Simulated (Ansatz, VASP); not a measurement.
# Si4C: VASP beside Ansatz

```
Si C
1.0
    -2.57791    2.57791    2.57791
     2.57791   -2.57791    2.57791
     2.57791    2.57791   -2.57791
Si C
4 1
Direct
  0.50000 0.50000 0.50000
  0.50000 0.00000 0.00000
  0.00000 0.00000 0.50000
  0.00000 0.50000 0.00000
  0.00000 0.00000 0.00000
```

Change from the starting cell: species swapped into the Hg4Pt type (Im-3m, No. 229).

Alike in both runs: functional PBE; k mesh 10 × 10 × 10; occupations gaussian, width 0.1 eV; no spin polarisation.

Ansatz relaxed the structure, and its values are those at the end. VASP's run is a single point on that final structure, the one shown.

|  | VASP | Ansatz |
| --- | --- | --- |
| version | VASP 6.6.1 | Ansatz 0.2.0 |
| potentials or method | VASP PAW PBE potentials, release 64 (Si, C) | scalar-relativistic, plane waves, PAW |
| plane-wave cutoff (eV) | 520 | 420 |
| valence electrons in the cell | 20 | 20 |

```tsv
	VASP	Ansatz	Ansatz less VASP
gap on the k mesh at the Fermi level (eV)	none	none	-
pressure (GPa)	0.0	0.0	+0.01
```

A gap of «none» marks a metal or a gap that the smearing closes.
